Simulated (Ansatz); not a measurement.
Input and command of a plane-wave DFT calculation in Ansatz:

```yaml
crystal:
  lattice:
    - [3.6961233361, 0.0, 0.0]
    - [-1.848061668, 3.2009367045, 0.0]
    - [0.0, 0.0, 6.444501915]
  atoms:
    - { symbol: Ti, position: [0.0, 0.0, 0.0] }
    - { symbol: Te, position: [0.6666666667, 0.3333333333, 0.2673356117] }
    - { symbol: Te, position: [0.3333333333, 0.6666666667, 0.7326643883] }
basis:
  ecutwfc: 420
kpoints:
  mp_grid: { grid: [12, 12, 8] }
hamiltonian:
  xc: pbesol
scf:
  occupations: { method: fermi_dirac, width: 0.15 }
output:
  forces: true
  stress: true
  eigenvalues: true
relax:
  adjacent_minimum: "off"
  f_tol: 0.001
  max_steps: 60
  cell: { stress_tol: 0.01 }
```

```bash
ansatz run input.yaml --threads 1 --pin off --max-ram 4096MiB --backend cpu --events-out ev --progress --plain --runs-dir out
```

Processor: Intel(R) Xeon(R) Platinum 8375C CPU @ 2.90GHz (Ice Lake), 1 thread, on a host shared with other jobs.

Problem. Estimate time, memory and problem size.

Solution. About 56 s on 1 thread of Intel(R) Xeon(R) Platinum 8375C CPU @ 2.90GHz (Ice Lake), on a shared host, peak memory 0.66 GiB. It solves 28 bands at 131 k points (the mesh reduced by the symmetry that the task leaves, which can be less than the crystal's) with about 1485 plane waves (on the last cell), in 31 SCF iterations over 4 ionic steps.
